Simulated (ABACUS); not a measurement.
Crystal: Rh.

```
Rh
1.0
     0.00000    1.89785    1.89785
     1.89785    0.00000    1.89785
     1.89785    1.89785    0.00000
Rh
1
Direct
  0.00000 0.00000 0.00000
```

Base run:

```yaml
Program: ABACUS 3.10.1
Functional: SCAN
Potentials_or_basis: SG15 ONCV 1.2 PBE
Cutoff: 1401 eV
Density_cutoff: 5606 eV
Basis: plane waves
k_mesh: 8 × 8 × 8
Occupations: fermi-dirac, width 0.05 eV
Spin: no spin polarisation
```

Its results: band gap on the k mesh none (metal or under the smearing width); pressure -2.9 GPa.

Problem. The run is repeated on the same cell with these changes: functional from SCAN to M06-L. What comes out?

Solution. Band gap on the k mesh none (metal or under the smearing width); pressure 5.7 GPa.

Caveats: the potentials were made for another functional, which shifts forces and pressure.

Not every run made on this cell is shown here.
